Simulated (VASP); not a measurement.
Write the native input for VASP 6.6.1 that does the following.

| Property | Result |
| --- | --- |
| Task | relaxation of cell and atoms |
| Functional | PBEsol |
| Potentials or basis | VASP PAW PBE potentials, release 64 (Ag) |
| Cutoff | 600 eV |
| k mesh | 6 × 6 × 6 |
| Occupations | gaussian, width 0.1 eV |
| Spin | no spin polarisation |
| Further INCAR settings | ALGO = Normal; EDIFF = 1e-07; IBRION = 2; EDIFFG = -0.005; NSW = 90; ISIF = 3 |

The structure of Ag lies in POSCAR:

```
Ag
1.0
    0.0000000000      2.0675000000      2.0675000000
    2.0675000000      0.0000000000      2.0675000000
    2.0675000000      2.0675000000      0.0000000000
Ag
1
Direct
    0.0000000000      0.0000000000      0.0000000000
```

One way to write it, as run:

INCAR

```
SYSTEM = Ag
ALGO = Normal ; EDIFF = 1E-7
EDIFFG = -0.005 ; ENCUT = 600
GGA = PS ; IBRION = 2
ISIF = 3 ; ISMEAR = 0
LASPH = .True. ; LCHARG = .False.
LREAL = .False. ; LWAVE = .False.
NELM = 100 ; NSW = 90
PREC = Accurate ; SIGMA = 0.1
```

KPOINTS

```
k-points
0
Gamma
  6 6 6
  0 0 0
```

Potentials or basis: VASP PAW PBE potentials, release 64 (Ag).

Run with:

```bash
$ cat potpaw_PBE.64/Ag/POTCAR > POTCAR
$ mpirun -np 1 vasp_std > vasp.out
```

It gave:

```json
{"Relaxed volume": "16.75 Å³/atom", "Relaxed cell": "a = 2.872 Å, b = 2.872 Å, c = 2.872 Å, α = 60.00°, β = 60.00°, γ = 60.00°", "Space group after relaxing (to 0.05 Å)": "Fm-3m (No. 225)", "Energy gained by relaxing": "16.9 meV/atom", "Ionic steps": "3", "Pressure after relaxing": "0.0 GPa", "Band gap on the k mesh": "none (metal or under the smearing width)"}
```

Caveat: the k mesh is coarse (spacing up to 0.44 Å⁻¹), so the values aren't converged; the PAW data sets were made with another functional, which shifts forces and pressure a little.

Wall time 7 s on 1 thread of Intel(R) Xeon(R) 6975P-C (Granite Rapids) (shared host), peak memory 0.14 GiB.
